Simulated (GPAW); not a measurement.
# Collinear magnetic orders of free-standing triangular Ni monolayer, spacing 2.629 A with GPAW

Does free-standing triangular Ni monolayer, spacing 2.629 A prefer parallel or opposed moments, or none?

Program: GPAW 26.7.0. Level of theory: revPBE; plane waves with GPAW's PAW setups, scalar-relativistic. Results are calculated unless marked as measured.

**1. The structure**

The cell holds 1 atom: 1 Ni. Cell: a = 2.629 Å, b = 2.629 Å, c = 14.000 Å, α = 90.0°, β = 90.0°, γ = 120.0°. model lattice. Vacuum lies along c.

As a file:

```cif
data_structure
_symmetry_space_group_name_H-M 'P 1'
_symmetry_Int_Tables_number 1
_cell_length_a 2.6290
_cell_length_b 2.6290
_cell_length_c 14.0000
_cell_angle_alpha 90.000
_cell_angle_beta 90.000
_cell_angle_gamma 120.000
_cell_volume 83.80
loop_
_atom_site_label
_atom_site_type_symbol
_atom_site_fract_x
_atom_site_fract_y
_atom_site_fract_z
_atom_site_occupancy
Ni1 Ni 0.00000 0.00000 0.50000 1
```

**2. Start 1: ferro +**

Parallel moments need no larger cell; this start tests for a ferromagnetic state only.

order1.py reads:

```python
import json
import numpy as np
from ase import Atoms
from ase.parallel import paropen, parprint
from gpaw import GPAW

atoms = Atoms(['Ni'],
    cell=[[2.629, 0.0, 0.0],
         [-1.3145, 2.276781, 0.0],
         [0.0, 0.0, 14.0]],
    scaled_positions=[[0.0, 0.0, 0.5]],
    pbc=True,
    magmoms=[1.0])
atoms.calc = GPAW(mode={'name': 'pw', 'ecut': 550},
    xc='revPBE',
    kpts={'size': (12, 12, 1), 'gamma': True},
    occupations={'name': 'fermi-dirac', 'width': 0.1},
    convergence={'density': 1e-05, 'energy': 1e-05},
    maxiter=200,
    symmetry={'tolerance': 1e-4},
    txt='order1.txt')
e = atoms.get_potential_energy(force_consistent=True)
res = {'free_energy': e, 'energy_sigma0': atoms.get_potential_energy(), 'fermi_energy': atoms.calc.get_fermi_level()}
res['moments'] = atoms.get_magnetic_moments().tolist()
res['total'] = atoms.get_magnetic_moment()
parprint('site moments (muB):', np.round(res['moments'], 3))
parprint(f"total moment: {res['total']:.3f} muB")
parprint(f'free energy: {e:.6f} eV')
atoms.calc.write('order1.gpw')
with paropen('results.json', 'w') as f:
    json.dump(res, f)
```

Started as:

```console
$ OMP_NUM_THREADS=1 python3 order1.py > order1.log
```

Numbers of over 12 decimals in the logs are rounded to 6 here.

The program printed:

```text
site moments (muB): [0.935]
total moment: 0.851 muB
free energy: -5.541747 eV

--- order1.txt ---
Input parameters:
  mode=PW(ecut=550),
  convergence={'density': 1e-05, 'energy': 1e-05},
  kpts=MonkhorstPack(size=(12, 12, 1), gamma=True),
  maxiter=200,
  occupations=Occupations(name='fermi-dirac', width=0.1),
  symmetry=Symmetry(tolerance=0.0001),
  xc=XC(name='revPBE')

Diagonalizing LCAO Hamiltonian
Converting LCAO to pw mode

       Ni

Atoms  # Å, Bohr magnetons
|   | symbol |        x |        y |        z |    initial magnetic moments |
|---|--------|----------|----------|----------|-----------------------------|
| 0 |     Ni | 0.000000 | 0.000000 | 7.000000 | ( 0.0000,  0.0000,  1.0000) |

Unit cell  # Å
| periodic |         x |        y |         z |   lengths |     angles |
|----------|-----------|----------|-----------|-----------|------------|
|      yes |  2.629000 | 0.000000 |  0.000000 |  2.629000 |  90.000000 |
|      yes | -1.314500 | 2.276781 |  0.000000 |  2.629000 |  90.000000 |
|      yes |  0.000000 | 0.000000 | 14.000000 | 14.000000 | 119.999998 |

Number of symmetries: 24

BZ-sampling:
  Number of BZ points: 144
  Number of IBZ points: 19

  Monkhorst-Pack size: [12, 12, 1]
  Monkhorst-Pack shift: [0.041667, 0.041667, 0.0]

K-points  # in reciprocal-cell coordinates
|     |                                coordinates |     weight |
|-----|--------------------------------------------|------------|
|   0 | ( -0.00000000,  -0.00000000,   0.00000000) | 0.00694444 |
|   1 | (  0.08333333,  -0.00000000,   0.00000000) | 0.04166667 |
|   2 | (  0.16666667,  -0.08333333,   0.00000000) | 0.04166667 |
|   3 | (  0.16666667,  -0.00000000,   0.00000000) | 0.04166667 |
|   4 | (  0.25000000,  -0.08333333,   0.00000000) | 0.08333333 |
|   5 | (  0.25000000,  -0.00000000,   0.00000000) | 0.04166667 |
|   6 | (  0.33333333,  -0.16666667,   0.00000000) | 0.04166667 |
|   7 | (  0.33333333,  -0.08333333,   0.00000000) | 0.08333333 |
|   8 | (  0.33333333,  -0.00000000,   0.00000000) | 0.04166667 |
|   9 | (  0.33333333,   0.33333333,   0.00000000) | 0.01388889 |
| ... |                                            |            |
|  18 | (  0.50000000,   0.50000000,   0.00000000) | 0.02083333 |

Plane wave coefficients: 2481
Cutoff: 550.0 eV

Spin-components: 2 (collinear spins)
Bands:           12
Projectors:      6
Spin-degeneracy: 1
Datatype:        complex128

Parallelization:
  kpt:    1
  domain: 1
  band:   1

Density:
  Valence electrons: 16.0
  Components: 2
  Grid points: [15 15 80]
  Charge: 0.0  # |e|

Potential:
  Grid points: [15 15 80]

species:
  Ni:
    name:    Nickel
    Z:       28.0
    valence: 16
    core:    12
    charge:  0.0  # [|e|]
    compensation charges:
      type: gauss
      rc: 0.36  # [Å]
      lmax: 2
    cutoffs:
      filter: 2.14  # [Å]
      core: 1.98  # [Å]
    projectors
    | kind |    occ | energy [eV] | rcut [Å] |
    |------|--------|-------------|----------|
    |   4s |  2.000 |      -5.570 |    1.164 |
    |   3p |  6.000 |     -71.384 |    1.207 |
    |   4p |  0.000 |      -1.198 |    1.207 |
    |   3d |  8.000 |      -8.815 |    1.138 |
    |    s |        |      21.642 |    1.164 |
    |    d |        |      18.396 |    1.138 |

    Using partial waves for Ni as LCAO basis

Reference energy: -41371.975667  # eV

eigensolver:
  PPCG
  Converge bands: occupied
  niter=2

density mixing:
  MSR1-Mixer
  Pratt-step length: 0.05
  Maximum mixing coefficient: 0.75
  Old densities: 10
  SVD Regularization: 0.005
  Good broyden scale: 1.0
  Trust region scale: 1.0
  Backstep threshold: 4.0
  History deletion threshold: 6.0
  Fourier metric: weight=20.0, sigma=0.015

occupation numbers:
  Fermi-Dirac:
    width: 0.1000  # eV

poisson solver:
  ecut: 4400.0  # eV

xc functional:
  name: revPBE with 2 nearest neighbor stencil

convergence criteria:
- Maximum integral of absolute [dens]ity change: 1e-05 electrons / valence electron
- Maximum [total energy] change in last 3 cyles: 1e-05 eV / valence electron
- Maximum integral of absolute [eigenst]ate change: 4e-08 eV^2 / valence electron
maximum number of iterations: 200

SCF iterations
|iter     |      energy | eigst |  dens |  magmom |
|---------|-------------|-------|-------|---------|
|iter:   1|       0s |   -6.068255 | +0.24 |       |  +1.0009|
|iter:   2|       1s |   -5.770968 | -1.00 | -1.01 |  +0.9868|
|iter:   3|       1s |   -5.472426 | -1.30 | -1.17 |  +0.9671|
|iter:   4|       2s |   -5.471396 | -2.40 | -1.63 |  +0.9379|
|iter:   5|       3s |   -5.481149 | -2.31 | -1.75 |  +0.8810|
|iter:   6|       4s |   -5.484898 | -3.19 | -2.19 |  +0.8695|
|iter:   7|       5s |   -5.493953 | -3.07 | -2.32 |  +0.8448|
|iter:   8|       5s |   -5.496581 | -3.80 | -2.53 |  +0.8459|
|iter:   9|       6s |   -5.499478 | -3.82 | -2.71 |  +0.8501|
|iter:  10|       7s |   -5.500128 | -4.65 | -3.52 |  +0.8512|
|iter:  11|       7s |   -5.499880 | -5.46 | -3.79 |  +0.8515|
|iter:  12|       8s |   -5.500017 | -5.98 | -3.92 |  +0.8515|
|iter:  13|       9s |   -5.500104 | -6.32 | -4.39 |  +0.8516|
|iter:  14|      10s |   -5.500116c| -7.16 | -4.89 |  +0.8515|
|iter:  15|      10s |   -5.500115c| -7.70c| -5.47c|  +0.8514|

Converged in 15 steps
Energy contributions relative to reference atoms: (reference = -41371.975667)

Energy contributions:
  Kinetic:           3.101271
  Coulomb:          -2.224165
  Zero:              0.121178
  External:          0.000000
  Xc:               -6.456767
  Entropy:          -0.083265
  Spinorbit:         0.000000
  ----------------------------
  Free energy:      -5.541747
  Extrapolated:     -5.500115

dipole moment: (-2.652140, -4.593642, 0.000002)  # |e|*Ang

Total magnetic moment: (0.000000, 0.000000, 0.851446)

Local magnetic moments
|        x |        y |        z |
|----------|----------|----------|
| 0.000000 | 0.000000 | 0.935328 |  # Ni   0

Fermi level: -3.229
Eigenvalues  # (at kpt = [-0.000, -0.000, 0.000])
| band index |      eig [eV] | occ [0-1] |      eig [eV] | occ [0-1] |
|------------|---------------|-----------|---------------|-----------|
|          0 |       -66.983 |     1.000 |       -65.870 |     1.000 |
|          1 |       -66.983 |     1.000 |       -65.870 |     1.000 |
|          2 |       -66.703 |     1.000 |       -65.575 |     1.000 |
|          3 |        -8.212 |     1.000 |        -8.241 |     1.000 |
|          4 |        -5.037 |     1.000 |        -4.254 |     1.000 |
|          5 |        -5.037 |     1.000 |        -4.156 |     1.000 |
|          6 |        -4.728 |     1.000 |        -4.156 |     1.000 |
|          7 |        -4.206 |     1.000 |        -2.913 |     0.041 |
|          8 |        -4.206 |     1.000 |        -2.913 |     0.041 |
|          9 |        -1.957 |     0.000 |        -2.089 |     0.000 |
|         10 |         1.419 |     0.000 |         1.367 |     0.000 |
|         11 |         2.436 |     0.000 |         2.350 |     0.000 |

No gap
No difference between direct/indirect transitions
```

It took 13 s on 1 MPI rank of Intel Xeon 6975P-C (Granite Rapids), shared host; peak memory 0.19 GiB.

This step gave:

```
magnetization  : 0.8514 μB
final state    : ferromagnetic
largest moment : 0.9353 μB
```

After 15 cycles the largest moment stands at 0.935 μB.

**3. Order 2, typed as antiferro q=(0,1/2,0) +-**

Reversing part of the moments tests the sign of the couplings between them.

This order needs a doubled cell of 2 atoms. Its mesh is chosen so that both cells sample the same points.

order2.py is the script of step 2 with these lines changed:

```diff
@@ -6,12 +6,13 @@
 
-atoms = Atoms(['Ni'],
+atoms = Atoms(['Ni', 'Ni'],
     cell=[[2.629, 0.0, 0.0],
-         [-1.3145, 2.276781, 0.0],
+         [-2.629, 4.553562, 0.0],
          [0.0, 0.0, 14.0]],
-    scaled_positions=[[0.0, 0.0, 0.5]],
+    scaled_positions=[[0.0, 0.0, 0.5],
+         [0.0, 0.5, 0.5]],
     pbc=True,
-    magmoms=[1.0])
+    magmoms=[1.0, -1.0])
 atoms.calc = GPAW(mode={'name': 'pw', 'ecut': 550},
     xc='revPBE',
-    kpts={'size': (12, 12, 1), 'gamma': True},
+    kpts={'size': (12, 6, 1), 'gamma': True},
     occupations={'name': 'fermi-dirac', 'width': 0.1},
@@ -20,3 +21,3 @@
     symmetry={'tolerance': 1e-4},
-    txt='order1.txt')
+    txt='order2.txt')
 e = atoms.get_potential_energy(force_consistent=True)
@@ -28,3 +29,3 @@
 parprint(f'free energy: {e:.6f} eV')
-atoms.calc.write('order1.gpw')
+atoms.calc.write('order2.gpw')
 with paropen('results.json', 'w') as f:
```

Started as:

```console
$ OMP_NUM_THREADS=1 python3 order2.py > order2.log
```

The program printed:

```text
site moments (muB): [ 0.696 -0.695]
total moment: 0.000 muB
free energy: -10.907199 eV

--- order2.txt ---
Input parameters:
  mode=PW(ecut=550),
  convergence={'density': 1e-05, 'energy': 1e-05},
  kpts=MonkhorstPack(size=(12, 6, 1), gamma=True),
  maxiter=200,
  occupations=Occupations(name='fermi-dirac', width=0.1),
  symmetry=Symmetry(tolerance=0.0001),
  xc=XC(name='revPBE')

Diagonalizing LCAO Hamiltonian
Converting LCAO to pw mode

         Ni
          Ni

Atoms  # Å, Bohr magnetons
|   | symbol |         x |        y |        z |    initial magnetic moments |
|---|--------|-----------|----------|----------|-----------------------------|
| 0 |     Ni |  0.000000 | 0.000000 | 7.000000 | ( 0.0000,  0.0000,  1.0000) |
| 1 |     Ni | -1.314500 | 2.276781 | 7.000000 | ( 0.0000,  0.0000, -1.0000) |

Unit cell  # Å
| periodic |         x |        y |         z |   lengths |     angles |
|----------|-----------|----------|-----------|-----------|------------|
|      yes |  2.629000 | 0.000000 |  0.000000 |  2.629000 |  90.000000 |
|      yes | -2.629000 | 4.553562 |  0.000000 |  5.258000 |  90.000000 |
|      yes |  0.000000 | 0.000000 | 14.000000 | 14.000000 | 119.999998 |

Number of symmetries: 4

BZ-sampling:
  Number of BZ points: 72
  Number of IBZ points: 38

  Monkhorst-Pack size: [12, 6, 1]
  Monkhorst-Pack shift: [0.041667, 0.083333, 0.0]

Plane wave coefficients: 4944
Cutoff: 550.0 eV

Spin-components: 2 (collinear spins)
Bands:           24
Projectors:      12
Spin-degeneracy: 1
Datatype:        complex128

Parallelization:
  kpt:    1
  domain: 1
  band:   1

Density:
  Valence electrons: 32.0
  Components: 2
  Grid points: [15 30 80]
  Charge: 0.0  # |e|

Potential:
  Grid points: [15 30 80]

[... setups left out ...]
Reference energy: -82743.951333  # eV

eigensolver:
  PPCG
  Converge bands: occupied
  niter=2

density mixing:
  MSR1-Mixer
  Pratt-step length: 0.05
  Maximum mixing coefficient: 0.75
  Old densities: 10
  SVD Regularization: 0.005
  Good broyden scale: 1.0
  Trust region scale: 1.0
  Backstep threshold: 4.0
  History deletion threshold: 6.0
  Fourier metric: weight=20.0, sigma=0.015

occupation numbers:
  Fermi-Dirac:
    width: 0.1000  # eV

poisson solver:
  ecut: 4400.0  # eV

xc functional:
  name: revPBE with 2 nearest neighbor stencil

convergence criteria:
- Maximum integral of absolute [dens]ity change: 1e-05 electrons / valence electron
- Maximum [total energy] change in last 3 cyles: 1e-05 eV / valence electron
- Maximum integral of absolute [eigenst]ate change: 4e-08 eV^2 / valence electron
maximum number of iterations: 200

SCF iterations
|iter     |      energy | eigst |  dens |  magmom |
|---------|-------------|-------|-------|---------|
|iter:   1|       0s |  -12.037326 | +0.24 |       |  +0.0000|
|iter:   2|       6s |  -11.372843 | -0.89 | -0.98 |  +0.0000|
|iter:   3|      12s |  -10.752115 | -1.27 | -1.12 |  +0.0000|
|iter:   4|      18s |  -10.747737 | -2.35 | -1.64 |  -0.0000|
|iter:   5|      24s |  -10.759503 | -2.28 | -1.73 |  +0.0000|
|iter:   6|      30s |  -10.763879 | -3.24 | -2.21 |  -0.0000|
|iter:   7|      37s |  -10.769535 | -3.33 | -2.35 |  +0.0010|
|iter:   8|      43s |  -10.776324 | -3.82 | -2.40 |  -0.0046|
|iter:   9|      49s |  -10.770017 | -3.93 | -1.78 |  +0.0001|
|iter:  10|      55s |  -10.770707 | -4.75 | -2.90 |  +0.0001|
|iter:  11|      61s |  -10.771590 | -4.77 | -3.17 |  +0.0001|
|iter:  12|      67s |  -10.772301 | -5.21 | -3.49 |  +0.0001|
|iter:  13|      73s |  -10.773515 | -4.74 | -3.45 |  +0.0001|
|iter:  14|      79s |  -10.775262 | -4.51 | -3.56 |  +0.0002|
|iter:  15|      86s |  -10.776403 | -4.76 | -3.49 |  +0.0002|
|iter:  16|      92s |  -10.777671 | -4.68 | -3.69 |  +0.0005|
|iter:  17|      98s |  -10.777737 | -5.95 | -3.00 |  +0.0005|
|iter:  18|     104s |  -10.777287 | -5.69 | -3.11 |  +0.0003|
|iter:  19|     110s |  -10.777452 | -6.07 | -3.87 |  +0.0003|
|iter:  20|     117s |  -10.777143c| -6.08 | -4.16 |  +0.0003|
|iter:  21|     123s |  -10.777221c| -6.71 | -4.31 |  +0.0003|
|iter:  22|     129s |  -10.776995c| -6.37 | -4.31 |  +0.0003|
|iter:  23|     135s |  -10.776993c| -7.59c| -4.75 |  +0.0003|
|iter:  24|     138s |  -10.776988c| -7.48c| -5.07c|  +0.0004|

Converged in 24 steps
Energy contributions relative to reference atoms: (reference = -82743.951333)

Energy contributions:
  Kinetic:           6.537248
  Coulomb:          -4.671041
  Zero:              0.240076
  External:          0.000000
  Xc:              -12.753059
  Entropy:          -0.260422
  Spinorbit:         0.000000
  ----------------------------
  Free energy:     -10.907199
  Extrapolated:    -10.776988

dipole moment: (-5.300569, -9.180869, 0.000007)  # |e|*Ang

Total magnetic moment: (0.000000, 0.000000, 0.000366)

Local magnetic moments
|        x |        y |         z |
|----------|----------|-----------|
| 0.000000 | 0.000000 |  0.695897 |  # Ni   0
| 0.000000 | 0.000000 | -0.695493 |  # Ni   1

Fermi level: -3.322
Eigenvalues  # (at kpt = [-0.000, 0.000, 0.000])
| band index |      eig [eV] | occ [0-1] |      eig [eV] | occ [0-1] |
|------------|---------------|-----------|---------------|-----------|
|          0 |       -66.809 |     1.000 |       -66.808 |     1.000 |
|        ... |               |           |               |           |
|          7 |        -5.939 |     1.000 |        -5.939 |     1.000 |
|          8 |        -4.859 |     1.000 |        -4.859 |     1.000 |
|          9 |        -4.556 |     1.000 |        -4.556 |     1.000 |
|         10 |        -4.547 |     1.000 |        -4.547 |     1.000 |
|         11 |        -4.454 |     1.000 |        -4.454 |     1.000 |
|         12 |        -4.160 |     1.000 |        -4.160 |     1.000 |
|         13 |        -3.553 |     0.910 |        -3.553 |     0.910 |
|         14 |        -3.368 |     0.611 |        -3.367 |     0.611 |
|         15 |        -3.087 |     0.087 |        -3.087 |     0.087 |
|         16 |        -3.069 |     0.073 |        -3.068 |     0.073 |
|         17 |        -1.988 |     0.000 |        -1.988 |     0.000 |
|         18 |        -1.062 |     0.000 |        -1.062 |     0.000 |
|         19 |         1.377 |     0.000 |         1.377 |     0.000 |
|         20 |         2.310 |     0.000 |         2.310 |     0.000 |
|         21 |         2.378 |     0.000 |         2.378 |     0.000 |
|         22 |         3.001 |     0.000 |         3.001 |     0.000 |
|         23 |         4.982 |     0.000 |         4.981 |     0.000 |

No gap
No difference between direct/indirect transitions
```

Run time: 2.5 min. Hardware: 1 MPI rank; peak memory 0.4 GiB.

Numbers from this step:

```
magnetization  : 0 μB
final state    : antiferromagnetic
largest moment : 0.6959 μB
```

It lies 88.1 meV a seeded atom over the first start, and its largest moment is 0.696 μB against 0.935 μB.

**4. Start 3: no spin polarisation**

A run without seeds gives the energy of the state without moments.

nospin.py reads:

```python
import json
import numpy as np
from ase import Atoms
from ase.parallel import paropen, parprint
from gpaw import GPAW

atoms = Atoms(['Ni'],
    cell=[[2.629, 0.0, 0.0],
         [-1.3145, 2.276781, 0.0],
         [0.0, 0.0, 14.0]],
    scaled_positions=[[0.0, 0.0, 0.5]],
    pbc=True)
atoms.calc = GPAW(mode={'name': 'pw', 'ecut': 550},
    xc='revPBE',
    kpts={'size': (12, 12, 1), 'gamma': True},
    occupations={'name': 'fermi-dirac', 'width': 0.1},
    convergence={'density': 1e-05, 'energy': 1e-05},
    maxiter=200,
    symmetry={'tolerance': 1e-4},
    txt='nospin.txt')
e = atoms.get_potential_energy(force_consistent=True)
res = {'free_energy': e, 'energy_sigma0': atoms.get_potential_energy(), 'fermi_energy': atoms.calc.get_fermi_level()}
parprint(f'free energy: {e:.6f} eV')
atoms.calc.write('nospin.gpw')
with paropen('results.json', 'w') as f:
    json.dump(res, f)
```

Started as:

```console
$ OMP_NUM_THREADS=1 python3 nospin.py > nospin.log
```

The program printed:

```text
free energy: -5.421181 eV

--- nospin.txt ---
Input parameters:
  mode=PW(ecut=550),
  convergence={'density': 1e-05, 'energy': 1e-05},
  kpts=MonkhorstPack(size=(12, 12, 1), gamma=True),
  maxiter=200,
  occupations=Occupations(name='fermi-dirac', width=0.1),
  symmetry=Symmetry(tolerance=0.0001),
  xc=XC(name='revPBE')

Diagonalizing LCAO Hamiltonian
Converting LCAO to pw mode

       Ni

Atoms  # Å, Bohr magnetons
[...]
|------------|---------------|-----------|
|          0 |       -66.354 |     2.000 |
|          1 |       -66.354 |     2.000 |
|          2 |       -65.957 |     2.000 |
|          3 |        -8.164 |     2.000 |
|          4 |        -4.541 |     2.000 |
[...]
|          8 |        -3.430 |     0.743 |
|          9 |        -1.986 |     0.000 |
|         10 |         1.382 |     0.000 |
|         11 |         2.383 |     0.000 |

No gap
No difference between direct/indirect transitions


[key lines of the parts left out:]
Free energy:      -5.421181
Converged in 13 steps
dipole moment: (-2.647963, -4.586407, 0.000002)  # |e|*Ang
Fermi level: -3.483
```

Elapsed: 7 s, on 1 MPI rank; peak memory 0.17 GiB.

This step gave:

```yaml
final_state: non-magnetic (no spin polarisation)
```

It lies 121 meV a seeded atom over the first start.

**5. Energies of the orders**

These are free energies at a smearing of 0.1 eV, so its entropy term is in the differences. They are divided by the number of seeded atoms, so that cells of unlike size compare. Wavevectors q in the names are fractions of the reciprocal vectors of the first run's cell.

Orders:

| start | final state | typed order kept | energy over the lowest (meV a seeded atom) | largest site moment (μB) | net moment (μB a primitive cell) | mesh matched | CPU time (s) |
| --- | --- | --- | --- | --- | --- | --- | --- |
| ferro + | ferromagnetic | yes | 0 | 0.9353 | 0.8514 | yes | 13.33 |
| antiferro q=(0,1/2,0) +- | antiferromagnetic | yes | 88.15 | 0.6959 | 1.83e-4 | yes | 149.2 |
| no spin polarisation | non-magnetic | - | 120.6 | 0 | 0 | yes | 6.89 |

**6. Results**

```json
{
 "lowest state found": "ferromagnetic (typed ferro +)",
 "largest site moment": "0.935 μB",
 "next state": "antiferromagnetic, 88.1 meV a seeded atom higher",
 "energy gained by spin polarisation": "121 meV a seeded atom"
}
```

The lowest state found is ferromagnetic, reached from the start ferro +, with moments up to 0.935 μB. The next state costs 88 meV a seeded atom. This is the lowest of 3 finished starts, no proof of the ground state.

[Logs and program files are shortened in this print: banners, set-up blocks, solver, clock and traceback lines can be left out without a mark of their own.]

[Logs are printed without paths, hosts, clocks, repeated set-up lines and the standing remarks that a program may print on its own settings, such as how far it seeks lower states.]

[Hosts, paths, dates, database ids (printed as entryN), source tags and the programs' standing remarks are cut or masked in the printed files.]

[Where a cell is said to come from a database of computed structures, the database is the Materials Project.]
